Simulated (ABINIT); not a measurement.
# Si2Mo in ABINIT: convergence with tolvrs

Crystal: Si2Mo.

```xyz
3
Lattice="-1.6000 1.6000 3.9305 1.6000 -1.6000 3.9305 1.6000 1.6000 -3.9305" Properties=species:S:1:pos:R:3 pbc="T T T"
Mo    0.0000    0.0000    0.0000
Si    0.0000    0.0000    5.2433
Si    0.0000    0.0000    2.6177
```

| Quantity | Value |
| --- | --- |
| Program | ABINIT 10.8.3 (patched build) |
| Task | single point |
| Functional | PBEsol |
| Potentials or basis | PseudoDojo NC SR PBEsol v0.4.1 standard |
| Cutoff | 1088 eV |
| k mesh | 10 × 10 × 10 |
| Occupations | gaussian, width 0.1 eV |
| Spin | no spin polarisation |

These are the settings of the first run; the series varies tolvrs, with any setting tied to it.

Hardware: 1 thread of Arm Neoverse V2, with other jobs on the host.

```
tolvrs  energy less the tightest run, at zero smearing (meV/atom)  SCF cycles  CPU time (s)  peak memory (GiB)
  0.01                                                       0.00           6           140               0.17
 0.001                                                       0.00           6           130               0.17
0.0001                                                       0.00           6           140               0.17
 1e-05                                                       0.00           7           150               0.17
 1e-06                                                       0.00           7           150               0.17
 1e-08                                                       0.00           9           190               0.17
 1e-10                                                       0.00          10           210               0.17
 1e-13                                                       0.00          12           240               0.17
```

Against the tightest run, the energy stays within 1 meV/atom from 0.01 on. The tightest run that finished is the yardstick and may itself not be fully converged.
